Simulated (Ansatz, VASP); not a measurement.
# Rb in VASP and in Ansatz

File INCAR:

```
SYSTEM = Rb
ALGO = Fast
EDIFF = 1E-6
ENCUT = 520
GGA = PE
ISIF = 2
ISMEAR = 0
LASPH = .TRUE.
LCHARG = .FALSE.
LREAL = .FALSE.
LWAVE = .FALSE.
NBANDS = 10
NELM = 100
PREC = Accurate
SIGMA = 0.05
```

Contents of KPOINTS:

```
k-points
0
G
  7 7 7
  0 0 0
```

Contents of POSCAR:

```
Rb
1.0
   -2.9545118615      2.9545118615      2.7308451955
    2.9545118615     -2.9545118615      2.7308451955
    2.9545118615      2.9545118615     -2.7308451955
Rb
1
Direct
    0.0000000000      0.0000000000      0.0000000000
```

The input input.yaml:

```yaml
crystal:
  lattice:
    - [-2.9545118615, 2.9545118615, 2.7308451955]
    - [2.9545118615, -2.9545118615, 2.7308451955]
    - [2.9545118615, 2.9545118615, -2.7308451955]
  atoms:
    - { symbol: Rb, position: [0.0, 0.0, 0.0] }
kpoints:
  mp_grid: { grid: [7, 7, 7] }
scf:
  occupations: { method: gaussian, width: 0.05 }
hamiltonian:
  xc: pbe
  pseudopotentials: { kind: all_electron, lapw: { basis_error: 0.001 } }
output:
  forces: true
  stress: true
  eigenvalues: true
```

This isn't the form of Rb at room conditions, which is bcc.

Alike in both runs: task single point; functional PBE; k mesh 7 × 7 × 7; occupations gaussian, width 0.05 eV; no spin polarisation.

|  | VASP | Ansatz |
| --- | --- | --- |
| version | VASP 6.6.1 | Ansatz 0.2.0 |
| potentials or method | VASP PAW PBE potentials, release 64 (Rb_sv) | all-electron LAPW, scalar-relativistic |
| plane-wave cutoff (eV) | 520 | see its input |

```csv
,VASP,Ansatz,Ansatz less VASP
gap on the k mesh at the Fermi level (eV),none,none,-
pressure (GPa),-0.1,-0.1,0.00
```

A gap of «none» marks a metal or a gap that the smearing closes. Ansatz ran all-electron here, so the differences hold the error of VASP's frozen core and of both bases.
